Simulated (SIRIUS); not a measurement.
Runs of SIRIUS 7.12.0 on SiO2. It takes space group Imma (No. 74, orthorhombic). Conventional cell: a = 5.247 Å, b = 9.554 Å, c = 8.883 Å, α = 90.00°, β = 90.00°, γ = 90.00°. Around Si (site symmetry m) lie 4 O at 1.60 to 1.61 Å. O (site symmetry 2/m) is surrounded by 2 Si at 1.60 Å. Around O (site symmetry 2) lie 2 Si at 1.61 Å. Around O (site symmetry mm2) lie 2 Si at 1.61 Å. The cell comes from a database or a generator and needn't be the stable form of this composition.

| level | gap on the mesh (eV) | pressure (GPa) | largest force (eV/Å) |
| --- | --- | --- | --- |
| BLYP | (b) | 5.0 | 0.33 |
| revPBE | 5.69 | 3.6 | 0.30 |
| PW91 | 5.46 | 3.0 | 0.25 |
| LDA | 5.34 | 1.5 | 0.17 |
| RPBE | (c) | 3.8 | 0.30 |
| AM05 | 5.73 | (a) | 0.22 |
| B97-D | 5.85 | 2.2 | 0.15 |
| PBEsol | (d) | 2.1 | 0.22 |
| BPBE | 5.93 | 3.1 | 0.26 |

Alike in all rows: task single point; potentials or basis PseudoDojo 0.4.1 PBE standard (scalar relativistic); no spin polarisation; cell as given; k mesh 3 × 3 × 3; cutoff (eV) 1152; smearing fermi-dirac 0.05 eV; the mesh is coarse, so values aren't converged.

Estimate the missing entries.

(a) 2.3; (b) 5.54; (c) 5.52; (d) 5.57.

Caveats: all runs use coarse meshes; the potentials were made for another functional, which shifts forces and pressure.

Runs at the PBE level aren't shown here.
